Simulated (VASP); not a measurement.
## Cs: single point with RPBE

Cs:

```
CELL_PARAMETERS angstrom
5.22892 0.00000 0.00000
0.00000 5.22892 0.00000
0.00000 0.00000 5.22892
ATOMIC_POSITIONS crystal
Cs 0.00000 0.00000 0.00000
```

This isn't the form of Cs at room conditions, which is bcc.

```
Program             : VASP 6.6.1
Task                : single point
Functional          : RPBE
Potentials or basis : VASP PAW PBE potentials, release 64 (Cs_sv)
Cutoff              : 520 eV
k mesh              : 10 × 10 × 10
Occupations         : fermi-dirac, width 0.1 eV
Spin                : no spin polarisation
```

```
Pressure               : 0.0 GPa
Band gap on the k mesh : none (metal or under the smearing width)
```

Levels at points of the mesh, in eV from the Fermi level:
| k point | band 1 | band 2 | band 3 | band 4 | band 5 | band 6 | band 7 | band 8 |
| --- | --- | --- | --- | --- | --- | --- | --- | --- |
| (0.00, 0.00, 0.00) | -24.18 | -10.94 | -10.94 | -10.94 | -1.46 | 1.41 | 1.41 | 3.96 |
| (0.50, 0.00, 0.00) | -24.17 | -11.05 | -10.93 | -10.93 | -0.16 | 0.32 | 1.80 | 2.74 |
| (0.50, 0.50, 0.00) | -24.17 | -11.03 | -11.03 | -10.93 | 0.44 | 1.14 | 1.75 | 1.75 |
| (0.50, 0.50, 0.50) | -24.17 | -11.02 | -11.02 | -11.02 | 1.13 | 1.13 | 1.13 | 2.77 |

Run time: 55 s on 1 thread of Intel(R) Xeon(R) Platinum 8488C (Sapphire Rapids), on a shared host, peak memory 0.26 GiB.

Caveat: the PAW data sets were made with another functional, which shifts forces and pressure a little. Spin-orbit coupling is left out, which matters for the levels of Cs.
